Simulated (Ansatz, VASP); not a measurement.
**BN in VASP and in Ansatz**

```xyz
4
Lattice="2.6675 0.0000 0.0000 -1.3338 2.3101 0.0000 0.0000 0.0000 6.6429" Properties=species:S:1:pos:R:3 pbc="T T T"
B     0.0000    1.5401    1.6607
B     1.3338    0.7700    4.9822
N     0.0000    1.5401    4.9822
N     1.3338    0.7700    1.6607
```

Alike in both runs: task single point; functional PBEsol; k mesh 12 × 12 × 4; occupations gaussian, width 0.05 eV; no spin polarisation.

|  | VASP | Ansatz |
| --- | --- | --- |
| version | VASP 6.6.1 | Ansatz 0.2.0 |
| potentials or method | VASP PAW PBE potentials, release 64 (B, N) | scalar-relativistic, plane waves, PAW |
| plane-wave cutoff (eV) | 520 | 520 |
| valence electrons in the cell | 16 | 16 |

```tsv
	VASP	Ansatz	Ansatz less VASP
gap on the k mesh at the Fermi level (eV)	3.81	3.82	+0.005
least direct gap on the mesh (eV)	4.10	4.11	+0.004
```

With one functional, cell and mesh, what is left measures potentials, basis and numerics. Ansatz warned: «pseudo_functional_mismatch».

 A k mesh can miss the band edges.
